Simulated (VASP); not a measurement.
Set up this calculation in VASP 6.6.1, as the native input.

```
Task                   : relaxation of cell and atoms
Functional             : rev-vdW-DF2
Potentials or basis    : VASP PAW PBE potentials, release 64 (Ni, O)
Cutoff                 : 600 eV
k mesh                 : 11 × 11 × 11
Occupations            : fermi-dirac, width 0.05 eV
Spin                   : collinear spin, ferromagnetic start
Starting moments       : [1.0, 0.0] μB
Further INCAR settings : ALGO = Fast; EDIFF = 1e-06; IBRION = 2; EDIFFG = -0.02; NSW = 40; ISIF = 3
```

The structure of NiO lies in POSCAR:

```
NiO
1.0
    0.0000000000      2.0859016414      2.0859016414
    2.0859016414      0.0000000000      2.0859016414
    2.0859016414      2.0859016414      0.0000000000
Ni O
1 1
Direct
    0.0000000000      0.0000000000      0.0000000000
    0.5000000000      0.5000000000      0.5000000000
```

The input as run:

INCAR

```
SYSTEM = NiO
AGGAC = 0.0
ALGO = Fast
EDIFF = 1E-6
EDIFFG = -0.02
ENCUT = 600
GGA = MK
IBRION = 2
ISIF = 3
ISMEAR = -1
ISPIN = 2
LASPH = .True.
LCHARG = .False.
LMAXMIX = 4
LORBIT = 11
LREAL = .False.
LUSE_VDW = .True.
LWAVE = .False.
MAGMOM = 1 0
NELM = 150
NSW = 40
PARAM1 = 0.1234
PARAM2 = 0.711357
PREC = Accurate
SIGMA = 0.05
ZAB_VDW = -1.8867
```

KPOINTS

```
k-points
0
Gamma
  11 11 11
  0 0 0
```

Potentials or basis: VASP PAW PBE potentials, release 64 (Ni, O).

Launch:

```bash
$ cat potpaw_PBE.64/Ni/POTCAR potpaw_PBE.64/O/POTCAR > POTCAR
$ mpirun -np 1 vasp_std > vasp.out
```

Results of the run:

```yaml
Relaxed_volume: 8.95 Å³/atom
Relaxed_cell: a = 2.936 Å, b = 2.936 Å, c = 2.936 Å, α = 60.00°, β = 60.00°, γ = 60.00°
Space_group_after_relaxing_to_0.05_Å: Fm-3m (No. 225)
Energy_gained_by_relaxing: 1.0 meV/atom
Ionic_steps: 3
Pressure_after_relaxing: 0.0 GPa
Band_gap_on_the_k_mesh: none (metal or under the smearing width)
Net_moment: 1.29 μB per cell
Site_moments: Ni +1.08; O +0.18 μB
Valence_electrons_inside_the_program's_atomic_spheres: Ni 9.06; O 4.96
```

Caveat: the PAW data sets were made with another functional, which shifts forces and pressure a little; a cell with one magnetic atom can't hold antiferromagnetic order, which such compounds often take; semilocal functionals often make such compounds metallic where correlation or magnetic order opens a gap, which also shifts bond lengths.

Wall time 110 s on 1 thread of Intel(R) Xeon(R) Platinum 8375C CPU @ 2.90GHz (Ice Lake) (shared host), peak memory 0.3 GiB.
